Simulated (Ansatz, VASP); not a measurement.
## Ti: VASP beside Ansatz

```
Ti
1.0
    -1.64100    1.64100    1.64100
     1.64100   -1.64100    1.64100
     1.64100    1.64100   -1.64100
Ti
1
Cartesian
  0.0000 0.0000 0.0000
```

This isn't the form of Ti at room conditions, which is hcp.

Alike in both runs: task relaxation of cell and atoms; functional r2SCAN; k mesh 11 × 11 × 11; occupations fermi-dirac, width 0.05 eV; no spin polarisation.

```csv
,VASP,Ansatz
version,VASP 6.6.1,Ansatz 0.2.0
potentials or method,"VASP PAW PBE potentials, release 64 (Ti_sv)",Ansatz PAW
plane-wave cutoff (eV),600,500
valence electrons in the cell,12,12
```

```tsv
	VASP	Ansatz	Ansatz less VASP
gap on the k mesh at the Fermi level, each at its own relaxed structure (eV)	none	none	-
relaxed volume (Å³/atom)	17.29	17.22	-0.073
relaxed cell length with the largest relative difference (Å)	2.822	2.818	-0.0040
energy change over the relaxation (meV/atom)	-3	-4	-1.2
```

A gap of «none» marks a metal or a gap that the smearing closes.

Caveats: the PAW data sets were made with another functional, which shifts forces and pressure a little (VASP); the plane-wave basis is chosen anew once the cell has moved, so the energies of steps on either side of that aren't comparable (Ansatz); the PAW data sets come from PBE, with cores solved anew for the run's functional, which leaves a small shift of forces and pressure (Ansatz).
